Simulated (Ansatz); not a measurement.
The system is Si.

```
CELL_PARAMETERS angstrom
-2.37137 2.37137 1.32927
2.37137 -2.37137 1.32927
2.37137 2.37137 -1.32927
ATOMIC_POSITIONS crystal
Si 0.50000 0.50000 0.00000
Si 0.25000 0.75000 0.50000
```

This isn't the form of Si at room conditions, which is diamond.

* Program: Ansatz 0.2.0
* Task: relaxation of cell and atoms
* Functional: BLYP
* Dispersion: D3(BJ)
* Potentials or basis: Ansatz PAW
* Cutoff: 420 eV (not typed: the program's choice for these potentials)
* k mesh: 11 × 11 × 11
* Occupations: fermi-dirac, width 0.05 eV
* Spin: no spin polarisation

At the start: volume 14.95 Å³/atom.

**Question.** How do energy, volume and symmetry change on relaxing?

**Answer.** It ends after 10 steps; space group I4_1/amd (No. 141, to 0.05 Å).

Step by step:
```
step  energy change (eV)  largest force (eV/Å)  volume (Å³)
   1              0.0000                0.0000        29.90
   2             -0.0002                0.0000        29.98
   3             -0.0003                0.0000        30.03
   4             -0.0010                0.0000        30.12
   5             -0.0021                0.0000        30.32
   6             -0.0031                0.0000        30.10
   7             -0.0045                0.0000        29.93
   8             -0.0046                0.0000        29.93
   9             -0.0046                0.0000        29.91
  10             -0.0046                0.0000        29.91
```

Final structure:
```yaml
crystal:
  lattice:
    - [-2.40117, 2.40117, 1.29709]
    - [2.40117, -2.40117, 1.29709]
    - [2.40117, 2.40117, -1.29709]
  atoms:
    - { symbol: Si, position: [0.50000, 0.50000, 0.00000] }
    - { symbol: Si, position: [0.25000, 0.75000, 0.50000] }
```

Caveat: the plane-wave basis is chosen anew once the cell has moved, so the energies of steps on either side of that aren't comparable; pairwise dispersion overbinds metals, which lowers pressure and volume; the PAW data sets come from PBE, with cores solved anew for the run's functional, which leaves a small shift of forces and pressure.
